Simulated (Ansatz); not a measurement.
# Sn (Fd-3m) in Ansatz: notebook

The runs below take Sn through band structure, single point, equation of state, with HISS.

Everything below comes from runs of Ansatz 0.2.0. Logs are shortened: lines on timing, memory, paths and dates and some standing lists are left out, and cuts for length are marked.

## (1) The crystal as given

The structure is cubic, space group Fd-3m (No. 227). The conventional cell has a = 6.467 Å, b = 6.467 Å, c = 6.467 Å, α = 90.00°, β = 90.00°, γ = 90.00°. Sn (site symmetry -43m) is surrounded by 4 Sn at 2.80 Å.

This isn't the form of Sn at room conditions, which is tetragonal (white tin).

## (2) Band structure, HISS

File input.yaml:

```yaml
crystal:
  lattice:
    - [0.0, 3.2333428, 3.2333428]
    - [3.2333428, 0.0, 3.2333428]
    - [3.2333428, 3.2333428, 0.0]
  atoms:
    - { symbol: Sn, position: [0.75, 0.75, 0.75] }
    - { symbol: Sn, position: [0.5, 0.5, 0.5] }
hamiltonian:
  xc: hiss
  pseudopotentials: { kind: paw }
kpoints:
  mp_grid: { grid: [4, 4, 4] }
  band_path:
    path:
      - [[0.0, 0.0, 0.0], [0.5, 0.0, 0.5], [0.5, 0.25, 0.75], [0.375, 0.375, 0.75], [0.0, 0.0, 0.0], [0.5, 0.5, 0.5], [0.625, 0.25, 0.625], [0.5, 0.25, 0.75], [0.5, 0.5, 0.5], [0.375, 0.375, 0.75]]
      - [[0.625, 0.25, 0.625], [0.5, 0.0, 0.5]]
    npoints: 4
scf:
  occupations: { method: fermi_dirac, width: 0.05 }
  exx: { singularity: none }
  n_extra_bands: 6
output:
  forces: true
  stress: true
  eigenvalues: true
  fatbands: false
```

Potentials or basis: Ansatz PAW.

Launch:

```sh
$ ansatz run input.yaml --threads 2 --pin off --max-ram 5632MiB --backend cpu --events-out ev --progress --plain --runs-dir out
```

The program printed:

```text
[... 2 lines left out ...]
Warning: RAYON_NUM_THREADS=2 ignored (pool sized by the plan → 2); use --threads N
scf.n_extra_bands = 6 over 14 filled bands (N_el = 28.0): the run solves 20 bands
Engine: ansatz 0.2.0, aarch64-unknown-linux-gnu
Pseudopotentials: kind: paw
Pseudopotential: Sn, paw, valence charge 14, recommended cutoff 420 eV (normal), Sn.paw.azcp
Functional definition: HISS
  parameter a = 0.6
  parameter omega_sr = 0.84/bohr
  parameter omega_lr = 0.20/bohr
  exchange = wpbe_x - a*(pbe_x_sr(omega_lr) - pbe_x_sr(omega_sr)) + a*(exact_x_sr(omega_lr) - exact_x_sr(omega_sr))
  correlation = pbe_c
Crystal: 2 atoms, lattice volume = 67.606 Å³
Basis set: ecut = 420 eV, 1363 PW (Γ), exchange–correlation on 64×64×64 points (8 copies of the dense FFT grid, shifted against one another)
Bands: 20, of which v1, the nominal top of the filled ones, is band 14 counted from 1 (13 counted from 0)
Symmetry: 48 space group operations
Space group: Fd-3m (ITA 227), of the structure as read, at distance tolerance 4.1e-5 Å
k-points: 8 of 64
Non-local potential: Sn, projectors of the file, l = 0: 2, l = 1: 2, l = 2: 2, l = 3: 2
PAW form: soft (Blöchl's): semilocal exchange-correlation on the pseudo side does not see the compensation charge
PAW frozen core: Sn, regenerated for the run's functional, and the local potential with it (the file was generated under x = pbe(κ = 0.804, μ = 0.2195149727645171), c = pbe(β = 0.06672455060314922))
PAW one-centre angular grid: Sn, 590 points (default); XC on 64 Gauss nodes
Initial density: superposition of atomic densities (neutral atoms: chi_scale 0, normalization atom), corrected by the library's trained network
Initial wavefunctions: pseudopotential atomic-orbital guess
Functional: x = wpbeh, c = pbe(β = 0.06672455060314922), warm-up for x = wpbeh + 0.6 (exact − pbe) at middle range (ω = 1.5873699446856468 to 0.37794522492515403 Å⁻¹), c = pbe(β = 0.06672455060314922)
SCF iter   1: F=—  HF=-12041.991384 eV  |F-HF|=—  |Δ(HF+E_count)|=         —  Δρ=1.30e-3  dr2=1.35e-3  ethr=1.77e-3  ⟨swp⟩=11.8  Hψ=757  notcnv=0
preconditioner: auto → none  [insulator: Δε(μ)=0.592 eV  Ē_g=21.713 eV  σ=0.050 eV  W_gap=0.57  n_scr=14 (ndim 8)  ℏωp=23.9 eV  f_vac=0.091  D(μ)=0.77/eV (n_scr^D=0)]
iter 2 solved again at ethr=9.01e-8 eV; its pass at ethr=4.81e-6 eV (dr2=2.52e-5 eV) is discarded
SCF iter   2: F=—  HF=-12041.991605 eV  |F-HF|=—  |Δ(HF+E_count)|=   2.21e-4  Δρ=2.60e-4  dr2=2.60e-5  ethr=9.01e-8  ⟨swp⟩=3.2  Hψ=899  notcnv=0
SCF iter   3: F=—  HF=-12041.991649 eV  |F-HF|=—  |Δ(HF+E_count)|=   4.44e-5  Δρ=1.26e-4  dr2=4.91e-6  ethr=9.01e-8  ⟨swp⟩=3.0  Hψ=291  notcnv=0
SCF iter   4: F=—  HF=-12041.991664 eV  |F-HF|=—  |Δ(HF+E_count)|=   1.50e-5  Δρ=1.02e-5  dr2=4.29e-8  ethr=1.76e-8  ⟨swp⟩=4.1  Hψ=331  notcnv=0
SCF iter   5: F=—  HF=-12041.991665 eV  |F-HF|=—  |Δ(HF+E_count)|=   1.40e-7  Δρ=9.91e-6  dr2=3.58e-8  ethr=1.53e-10  ⟨swp⟩=5.0  Hψ=526  notcnv=0
SCF iter   6: F=—  HF=-12041.991665 eV  |F-HF|=—  |Δ(HF+E_count)|=   1.79e-8  Δρ=4.53e-6  dr2=8.15e-9  ethr=1.28e-10  ⟨swp⟩=2.4  Hψ=281  notcnv=0
SCF iter   7: F=-12041.991665 eV  HF=-12041.991665 eV  |F-HF|=1.55e-10  |Δ(HF+E_count)|=   4.62e-9  Δρ=6.47e-7  dr2=1.25e-10  ethr=2.91e-11  ⟨swp⟩=3.0  Hψ=368  notcnv=0
SCF 1 converged in 7 iterations: F = -12041.991665 eV  dr2 = 1.25e-10
[... 2 lines left out ...]
Functional: x = wpbeh + 0.6 (exact − pbe) at middle range (ω = 1.5873699446856468 to 0.37794522492515403 Å⁻¹), c = pbe(β = 0.06672455060314922)
Exchange kernel: α = 0.0000 at short range, 0.6000 at middle range (ω = 1.5874, 0.3779 Å⁻¹), several ranges, finite q→0 limit: no correction, no radius, q-mesh 4×4×4, nearest image of the exchange supercell L = 18.29 Å, pair-density grid 20×20×20, without the augmentation charges, whose exchange is taken in its separable form by FFT convolution over the k-point mesh (sized by the pseudopotential files, 25×25×25 at the most), smooth part of the exact exchange by density-matrix convolution
Frozen-core exchange: fock
[... 8 lines left out ...]
SCF 2 stopped early in 6 iterations: F = -12047.206689 eV  dr2 = 8.84e-6
hybrid outer 1: dexx = +3.193e-2 eV, tail = 2.45e-4 eV
Exchange kernel: α = 0.0000 at short range, 0.6000 at middle range (ω = 1.5874, 0.3779 Å⁻¹), several ranges, finite q→0 limit: no correction, no radius, q-mesh 4×4×4, nearest image of the exchange supercell L = 18.29 Å, pair-density grid 20×20×20, without the augmentation charges, whose exchange is taken in its separable form by FFT convolution over the k-point mesh (sized by the pseudopotential files, 25×25×25 at the most), smooth part of the exact exchange by density-matrix convolution
Frozen-core exchange: fock
[... 5 lines left out ...]
SCF 3 converged in 4 iterations: F = -12047.207575 eV  dr2 = 7.14e-9
  Residual-converged pass: ⟨swp⟩=3.6  Hψ=385  notcnv=0  max |occ|·‖R‖ = 2.4e-6 eV (tolerance 2.4e-6 eV)  dr2=7.12e-9  dr2_onsite=4.14e-9  max |Δocc| = 3.6e-11
hybrid outer 2: dexx = +7.781e-6 eV, tail = 2.52e-7 eV, Δε = 1.31e-2 eV (about 6.62e-4 eV left of the loop's levels)
Exchange kernel: α = 0.0000 at short range, 0.6000 at middle range (ω = 1.5874, 0.3779 Å⁻¹), several ranges, finite q→0 limit: no correction, no radius, q-mesh 4×4×4, nearest image of the exchange supercell L = 18.29 Å, pair-density grid 20×20×20, without the augmentation charges, whose exchange is taken in its separable form by FFT convolution over the k-point mesh (sized by the pseudopotential files, 25×25×25 at the most), smooth part of the exact exchange by density-matrix convolution
Frozen-core exchange: fock
[... 3 lines left out ...]
SCF 4 converged in 2 iterations: F = -12047.207576 eV  dr2 = 2.30e-9
  Residual-converged pass: ⟨swp⟩=3.0  Hψ=349  notcnv=0  max |occ|·‖R‖ = 2.3e-6 eV (tolerance 2.4e-6 eV)  dr2=2.30e-9  dr2_onsite=1.24e-9  max |Δocc| = 1.6e-11
hybrid outer 3: dexx = +3.226e-9 eV, tail = 7.31e-9 eV, Δε = 1.64e-4 eV (about 5.34e-5 eV left of the loop's levels), ΔF = 3.70e-17 eV/Å (tail 5.33e-4)
NSCF: frozen V_eff on 42 k-points
hybrid SCF converged: 3 outer / 12 inner (+7 warm-up), last move |dexx| = 3.23e-9 eV, tail = 7.31e-9 eV
Stability not checked: this state was not tested for a lower state beside it, because the functional holds exact exchange (a hybrid, or Hartree-Fock), whose exchange loop this test does not read (fock_operator; see scf.lower_state_search)
Free energy (F): -12047.207576 eV
Frozen-core exchange: fock
Harris-Foulkes:  -12047.207576 eV  (|F-HF|=2.14e-9)
Internal energy: -12047.206730 eV  (E = F + TS)
E sigma→0 (E₀):  -12047.207153 eV
Entropy (-TS):   -0.000846 eV (-0.423 meV/atom)
Fermi energy:    7.824458 eV
--- Per-component energies (eV) ---
  E_band       = -318.912480
  E_kinetic    = 374.578958
  E_local      = -2288.551236  (includes V_loc(G=0)·N_el)
  E_nonlocal   = -67.837258
  E_hartree    = 1324.744110
  E_xc         = -614.289230
  E_vxc        = -146.653214  (∫ρ·V_xc dr)
  E_exx        = -83.901217  (= α·E_x^exact, valence–valence)
  E_paw        = -8344.573412  (= ΣΔE_a)
  E_vpaw       = -672.134998  (= ΣTr[D̂ρ^β])
  E_aug_tail   = -0.000001  (compensation charges beyond the density's cutoff)
  E_ewald      = -2351.022677
  E_core_change = 3.645230  (= ΣΔE_core)
  E_smearing   = -0.000846  (= −TS)
  E_closure    = 0.000003  (closes the sum)
  Σ components = -12047.207576   (vs F -12047.207576, Δ=-1.82e-12)
--- Forces (eV/Å), atoms counted from 1 ---
  atom   1  Sn     0.00000000    -0.00000000     0.00000000
  atom   2  Sn     0.00000000     0.00000000     0.00000000
  max |Σ_I F_I| component: 1.11e-16 eV/Å
--- Stress (GPa, compression-positive) ---
        1.018306       0.000000       0.000000
        0.000000       1.018306      -0.000000
       -0.000000       0.000000       1.018306
  P = ⅓ Tr σ = 1.0183 GPa (10.183 kbar)
--- Band table (eV; the first three rows and the last of 8) ---
  k-point 0: bands = ["-17.0615", "-17.0615", "-17.0615", "-16.9978", "-16.9978", "-16.6489", "-16.6489", "-16.6489", "-16.6214", "-16.6214", "-4.9461", "7.6320", "7.6320", "7.6320", "7.9602", "10.4736", "10.4736", "10.4736", "13.4348", "16.6405"]
  k-point 1: bands = ["-17.0922", "-17.0922", "-17.0491", "-16.9506", "-16.9506", "-16.6888", "-16.6888", "-16.6655", "-16.5900", "-16.5900", "-4.2104", "3.1776", "6.8067", "6.8067", "8.6941", "11.4580", "11.4580", "13.1193", "14.7550", "15.4163"]
  k-point 2: bands = ["-17.1041", "-17.1041", "-17.0360", "-16.9275", "-16.9275", "-16.7025", "-16.7025", "-16.6827", "-16.5795", "-16.5795", "-2.9109", "0.3866", "6.2809", "6.2809", "8.2819", "11.6089", "11.6089", "14.0442", "17.2304", "17.6494"]
  k-point 7: bands = ["-17.1426", "-17.1426", "-16.9060", "-16.9060", "-16.8193", "-16.8193", "-16.7674", "-16.7674", "-16.5335", "-16.5335", "-1.0046", "-1.0046", "4.1165", "4.1165", "12.0219", "12.0219", "12.3540", "12.3540", "18.0789", "18.0789"]
```

Run time: 3.3 min. Hardware: 2 threads of Arm Neoverse V1, shared host; peak memory 0.89 GiB.

The run converged, but a check on its numbers failed (symmetry, net force, bounds or a known fault of this set-up), so they aren't taken as properties of the crystal.

Caveat: the k mesh is coarse (spacing up to 0.42 Å⁻¹), so the values aren't converged, least of all with exact exchange; the mesh shows a gap though the element is a metal; spin-orbit coupling is left out, which moves the levels of the heavy elements; the PAW data sets come from PBE, with cores solved anew for the run's functional, which leaves a small shift of forces and pressure; the thresholds are loose for stress.

## (3) Single point, HISS, 31.77 Å³/atom (volume scaled by 0.94)

File input.yaml:

```yaml
crystal:
  lattice:
    - [0.0, 3.1673376916, 3.1673376916]
    - [3.1673376916, 0.0, 3.1673376916]
    - [3.1673376916, 3.1673376916, 0.0]
  atoms:
    - { symbol: Sn, position: [0.75, 0.75, 0.75] }
    - { symbol: Sn, position: [0.5, 0.5, 0.5] }
hamiltonian:
  xc: hiss
  pseudopotentials: { kind: paw }
kpoints:
  mp_grid: { grid: [4, 4, 4] }
scf:
  occupations: { method: fermi_dirac, width: 0.05 }
  exx: { singularity: none }
output:
  forces: true
  stress: true
  eigenvalues: true
```

Potentials or basis: Ansatz PAW.

Launch:

```sh
$ ansatz run input.yaml --threads 2 --pin off --max-ram 5632MiB --backend cpu --events-out ev --progress --plain --runs-dir out
```

It took 16 s on 2 threads of Arm Neoverse V1, shared host; peak memory 0.84 GiB.

It converged, with:

- Free energy: -12047.1361 eV
- Pressure: 4.9 GPa
- Band gap on the k mesh: 0.83 eV, indirect (least direct gap 0.87 eV)

Caveat: the k mesh is coarse (spacing up to 0.43 Å⁻¹), so the values aren't converged, least of all with exact exchange; spin-orbit coupling is left out, which moves the levels of the heavy elements; the PAW data sets come from PBE, with cores solved anew for the run's functional, which leaves a small shift of forces and pressure; the thresholds are loose for stress.

## (4) Single point, HISS, 32.45 Å³/atom (volume scaled by 0.96)

Edit input.yaml of step 3 so:

```diff
@@ -2,5 +2,5 @@
   lattice:
-    - [0.0, 3.1673376916, 3.1673376916]
-    - [3.1673376916, 0.0, 3.1673376916]
-    - [3.1673376916, 3.1673376916, 0.0]
+    - [0.0, 3.1896436215, 3.1896436215]
+    - [3.1896436215, 0.0, 3.1896436215]
+    - [3.1896436215, 3.1896436215, 0.0]
   atoms:
```

Launch:

```sh
$ ansatz run input.yaml --threads 2 --pin off --max-ram 5632MiB --backend cpu --events-out ev --progress --plain --runs-dir out
```

Wall time 16 s (2 threads of Arm Neoverse V1, shared host); peak memory 0.84 GiB.

Results (log left out):

| Item | Value |
| --- | --- |
| Free energy | -12047.1710 eV |
| Pressure | 3.4 GPa |
| Band gap on the k mesh | 0.69 eV, direct |

Caveat: the k mesh is coarse (spacing up to 0.43 Å⁻¹), so the values aren't converged, least of all with exact exchange; spin-orbit coupling is left out, which moves the levels of the heavy elements; the PAW data sets come from PBE, with cores solved anew for the run's functional, which leaves a small shift of forces and pressure; the thresholds are loose for stress.

## (5) Single point, HISS, 33.13 Å³/atom (volume scaled by 0.98)

Edit input.yaml of step 4 so:

```diff
@@ -2,5 +2,5 @@
   lattice:
-    - [0.0, 3.1896436215, 3.1896436215]
-    - [3.1896436215, 0.0, 3.1896436215]
-    - [3.1896436215, 3.1896436215, 0.0]
+    - [0.0, 3.2116418589, 3.2116418589]
+    - [3.2116418589, 0.0, 3.2116418589]
+    - [3.2116418589, 3.2116418589, 0.0]
   atoms:
@@ -20 +20,5 @@
   eigenvalues: true
+  write_density: true
+  write_potential: true
+  elf: true
+  volumetric_format: npy
```

Launch:

```sh
$ ansatz run input.yaml --threads 2 --pin off --max-ram 5632MiB --backend cpu --events-out ev --progress --plain --runs-dir out
```

It took 16 s on 2 threads of Arm Neoverse V1, shared host; peak memory 0.86 GiB.

It converged, with:

```
Free energy            : -12047.1944 eV
Pressure               : 2.1 GPa
Band gap on the k mesh : 0.51 eV, direct
```

Caveat: the k mesh is coarse (spacing up to 0.42 Å⁻¹), so the values aren't converged, least of all with exact exchange; spin-orbit coupling is left out, which moves the levels of the heavy elements; the PAW data sets come from PBE, with cores solved anew for the run's functional, which leaves a small shift of forces and pressure; the thresholds are loose for stress.

## (6) Single point, HISS, 33.80 Å³/atom

File input.yaml:

```yaml
crystal:
  lattice:
    - [0.0, 3.2333428, 3.2333428]
    - [3.2333428, 0.0, 3.2333428]
    - [3.2333428, 3.2333428, 0.0]
  atoms:
    - { symbol: Sn, position: [0.75, 0.75, 0.75] }
    - { symbol: Sn, position: [0.5, 0.5, 0.5] }
hamiltonian:
  xc: hiss
  pseudopotentials: { kind: paw }
kpoints:
  mp_grid: { grid: [4, 4, 4] }
scf:
  occupations: { method: fermi_dirac, width: 0.05 }
  exx: { singularity: none }
output:
  forces: true
  stress: true
  eigenvalues: true
```

Potentials or basis: Ansatz PAW.

Launch:

```sh
$ ansatz run input.yaml --threads 2 --pin off --max-ram 5632MiB --backend cpu --events-out ev --progress --plain --runs-dir out
```

Wall time 16 s (2 threads of Arm Neoverse V1, shared host); peak memory 0.87 GiB.

Results (log left out):

```yaml
Free_energy: -12047.2076 eV
Pressure: 1.0 GPa
Band_gap_on_the_k_mesh: 0.33 eV, direct
```

Caveat: the k mesh is coarse (spacing up to 0.42 Å⁻¹), so the values aren't converged, least of all with exact exchange; spin-orbit coupling is left out, which moves the levels of the heavy elements; the PAW data sets come from PBE, with cores solved anew for the run's functional, which leaves a small shift of forces and pressure; the thresholds are loose for stress.

## (7) Single point, HISS, 34.48 Å³/atom (volume scaled by 1.02)

Edit input.yaml of step 6 so:

```diff
@@ -2,5 +2,5 @@
   lattice:
-    - [0.0, 3.2333428, 3.2333428]
-    - [3.2333428, 0.0, 3.2333428]
-    - [3.2333428, 3.2333428, 0.0]
+    - [0.0, 3.2547562903, 3.2547562903]
+    - [3.2547562903, 0.0, 3.2547562903]
+    - [3.2547562903, 3.2547562903, 0.0]
   atoms:
```

Launch:

```sh
$ ansatz run input.yaml --threads 2 --pin off --max-ram 5632MiB --backend cpu --events-out ev --progress --plain --runs-dir out
```

Wall time 17 s (2 threads of Arm Neoverse V1, shared host); peak memory 0.88 GiB.

It converged, with:

```
Free energy            : -12047.2123 eV
Pressure               : 0.2 GPa
Band gap on the k mesh : 0.14 eV, direct
```

Caveat: spin-orbit coupling is left out, which moves the levels of the heavy elements; the PAW data sets come from PBE, with cores solved anew for the run's functional, which leaves a small shift of forces and pressure; the thresholds are loose for stress.

## (8) Single point, HISS, 35.16 Å³/atom (volume scaled by 1.04)

Edit input.yaml of step 7 so:

```diff
@@ -2,5 +2,5 @@
   lattice:
-    - [0.0, 3.2547562903, 3.2547562903]
-    - [3.2547562903, 0.0, 3.2547562903]
-    - [3.2547562903, 3.2547562903, 0.0]
+    - [0.0, 3.2758916636, 3.2758916636]
+    - [3.2758916636, 0.0, 3.2758916636]
+    - [3.2758916636, 3.2758916636, 0.0]
   atoms:
```

Launch:

```sh
$ ansatz run input.yaml --threads 2 --pin off --max-ram 5632MiB --backend cpu --events-out ev --progress --plain --runs-dir out
```

It took 18 s on 2 threads of Arm Neoverse V1, shared host; peak memory 0.91 GiB.

Results (log left out):

```
Free energy            : -12047.2111 eV
Pressure               : -0.4 GPa
Band gap on the k mesh : none (metal or under the smearing width)
```

Caveat: the k mesh is coarse (spacing up to 0.42 Å⁻¹), so the values aren't converged, least of all with exact exchange; the PAW data sets come from PBE, with cores solved anew for the run's functional, which leaves a small shift of forces and pressure; the thresholds are loose for stress.

## (9) Single point, HISS, 35.83 Å³/atom (volume scaled by 1.06)

Edit input.yaml of step 8 so:

```diff
@@ -2,5 +2,5 @@
   lattice:
-    - [0.0, 3.2758916636, 3.2758916636]
-    - [3.2758916636, 0.0, 3.2758916636]
-    - [3.2758916636, 3.2758916636, 0.0]
+    - [0.0, 3.2967577782, 3.2967577782]
+    - [3.2967577782, 0.0, 3.2967577782]
+    - [3.2967577782, 3.2967577782, 0.0]
   atoms:
@@ -20 +20,5 @@
   eigenvalues: true
+  write_density: true
+  write_potential: true
+  elf: true
+  volumetric_format: npy
```

Potentials or basis: Ansatz PAW.

Launch:

```sh
$ ansatz run input.yaml --threads 2 --pin off --max-ram 5632MiB --backend cpu --events-out ev --progress --plain --runs-dir out
```

Run time: 18 s. Hardware: 2 threads of Arm Neoverse V1, shared host; peak memory 0.92 GiB.

The run converged. Its results:

| Quantity | Value |
| --- | --- |
| Free energy | -12047.2043 eV |
| Pressure | -1.2 GPa |
| Band gap on the k mesh | none (metal or under the smearing width) |

Caveat: the k mesh is coarse (spacing up to 0.41 Å⁻¹), so the values aren't converged, least of all with exact exchange; the PAW data sets come from PBE, with cores solved anew for the run's functional, which leaves a small shift of forces and pressure; the thresholds are loose for stress.

## (10) Equation of state, HISS

This step only gathers the single runs of the series.

Results:

| Property | Result |
| --- | --- |
| Equilibrium volume | 34.64 Å³/atom (rough: see the caveat) |
| Bulk modulus | 38 GPa (rough) |

Energy against volume, from the lowest point:
```tsv
volume (Å³/atom)	energy (meV/atom)
31.775	38.10
32.451	20.64
33.127	8.94
33.803	2.35
34.479	0.00
35.155	0.59
35.831	4.00
```

Caveat: the k mesh is coarse (spacing up to 0.42 Å⁻¹), so the values aren't converged, least of all with exact exchange; the fit is doubtful: noisy points or a state that changes with volume; the PAW data sets were made with another functional, which shifts forces and pressure a little.
